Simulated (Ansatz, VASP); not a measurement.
**Two plane-wave programs on ZrC**

Contents of INCAR:

```
SYSTEM = ZrC
PREC     = Accurate       ! precision mode
ENCUT    = 520            ! plane-wave cutoff, eV
EDIFF    = 1E-6           ! SCF threshold, eV
ISMEAR   = -1             ! smearing method
SIGMA    = 0.05           ! smearing width, eV
LREAL    = .False.        ! projectors in reciprocal space
LASPH    = .True.         ! aspherical terms in the spheres
NELM     = 100            ! most SCF steps
ALGO     = Normal         ! electronic algorithm
ISIF     = 2              ! what is computed and relaxed
LWAVE    = .False.        ! write WAVECAR
LCHARG   = .False.        ! write CHGCAR
GGA      = PE             ! functional
NBANDS   = 15             ! bands
```

The input KPOINTS:

```
Automatic mesh
0
Gamma
  8 8 8
  0 0 0
```

The input POSCAR:

```
ZrC
1.0
    0.0000000000      2.4560497102      2.4560497102
    2.4560497102      0.0000000000      2.4560497102
    2.4560497102      2.4560497102      0.0000000000
Zr C
1 1
Direct
    0.5000000000      0.5000000000      0.5000000000
    0.0000000000      0.0000000000      0.0000000000
```

Input for Ansatz:

```yaml
crystal:
  lattice:
    - [0.0, 2.4560497101755723, 2.4560497101755723]
    - [2.4560497101755723, 0.0, 2.4560497101755723]
    - [2.4560497101755723, 2.4560497101755723, 0.0]
  atoms:
    - { symbol: Zr, position: [0.5, 0.5, 0.5] }
    - { symbol: C, position: [0.0, 0.0, 0.0] }
basis:
  ecutwfc: 489.804952427784
kpoints:
  mp_grid:
    grid: [8, 8, 8]
hamiltonian:
  xc: pbe
scf:
  occupations:
    method: fermi_dirac
    width: 0.05
output:
  stress: true
```

Alike in both runs: task single point; functional PBE; k mesh 8 × 8 × 8; occupations fermi-dirac, width 0.05 eV; no spin polarisation.

|  | VASP | Ansatz |
| --- | --- | --- |
| version | VASP 6.6.1 | Ansatz 0.2.0 |
| potentials or method | VASP PAW PBE potentials, release 64 (Zr_sv, C) | plane waves, PAW |
| plane-wave cutoff (eV) | 520 | 490 |
| valence electrons in the cell | 16 | 16 |

|  | VASP | Ansatz | Ansatz less VASP |
| --- | --- | --- | --- |
| pressure (GPa) | -21.6 | -21.7 | -0.16 |

The functional is the same, so the differences come from potentials, cutoffs and numerics.

Caveats: so large a pressure means that the cell lies far from this level's equilibrium, or that cutoff or potentials fall short (VASP).
